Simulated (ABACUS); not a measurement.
# Zr under changes of volume

One of the cells (23.281 Å³/atom); the others are scaled copies at fixed shape and fractional positions:

```
Zr
1.0
     3.23200    0.00000    0.00000
    -1.61600    2.79899    0.00000
     0.00000    0.00000    5.14700
Zr
2
Direct
  0.66667 0.33333 0.75000
  0.33333 0.66667 0.25000
```

* Program: ABACUS 3.10.1
* Functional: PBE
* Potentials or basis: PseudoDojo NC SR 0.4.1 PBE standard
* Cutoff: 1361 eV
* Density cutoff: 5442 eV
* Basis: TZDP LCAO (the cutoffs set its grid)
* k mesh: 9 × 9 × 5
* Occupations: fermi-dirac, width 0.05 eV
* Spin: no spin polarisation

```csv
volume (Å³/atom),energy over the lowest point (meV/atom),pressure (GPa)
21.884,33.58,7.3
22.350,15.90,4.9
22.815,4.89,2.7
23.281,0.00,0.6
23.746,0.81,-1.2
24.212,6.87,-3.0
24.678,?,?
```

Task: What does the run at 24.678 Å³/atom give?

Result: Energy over the lowest point 17.72 meV/atom; pressure -4.5 GPa.

Worked out: A Birch-Murnaghan fit of order 3 (a polynomial in V^(-2/3)) to the other rows has its minimum at 23.44 Å³/atom with B0 = V·E''(V) = 96 GPa and B' = 2.9 at fixed shape and positions, which overstates the stiffness. It gives 17.81 meV/atom at 24.678 Å³/atom, against the run's 17.72, and -dE/dV = -4.6 GPa, against -4.5.

Energies are extrapolated to zero smearing.

Caveats: the atomic orbitals were generated for these runs and aren't a published set; the basis of atomic orbitals isn't converged, which shifts pressures, moduli and gaps.
